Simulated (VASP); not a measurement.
Runs of VASP 6.6.1 on Sb. The structure is cubic, space group Pm-3m (No. 221). The conventional cell has a = 3.063 Å, b = 3.063 Å, c = 3.063 Å, α = 90.00°, β = 90.00°, γ = 90.00°. Sb (site symmetry m-3m) is surrounded by 6 Sb at 3.06 to 3.07 Å. This isn't the form of Sb at room conditions, which is rhombohedral.

| level | k mesh | cutoff (eV) | smearing | gap on the mesh (eV) | pressure (GPa) |
| --- | --- | --- | --- | --- | --- |
| PBEsol | 20 × 14 × 14 | 520 | gaussian 0.1 eV | none | 0.0 |
| PBEsol | 14 × 10 × 10 | 900 | gaussian 0.1 eV | none | 0.0 |
| PBEsol | 14 × 10 × 10 | 700 | gaussian 0.1 eV | none | 0.0 |
| r2SCAN | 14 × 10 × 10 | 520 | gaussian 0.1 eV | none | (a) |
| PBEsol | 14 × 10 × 10 | 520 | gaussian 0.5 eV | none | 0.2 |

Alike in all rows: task single point; potentials or basis VASP PAW PBE potentials, release 64 (Sb); no spin polarisation; cell as given.

**Question.** Fill in the values left out.

**Answer.** (a) 1.4.

Caveats: the PAW data sets were made with another functional, which shifts forces and pressure a little.

A k mesh can miss the band edges, and the runs leave out spin-orbit coupling on Sb.

A gap of «none» marks a metal or a gap under the smearing width.
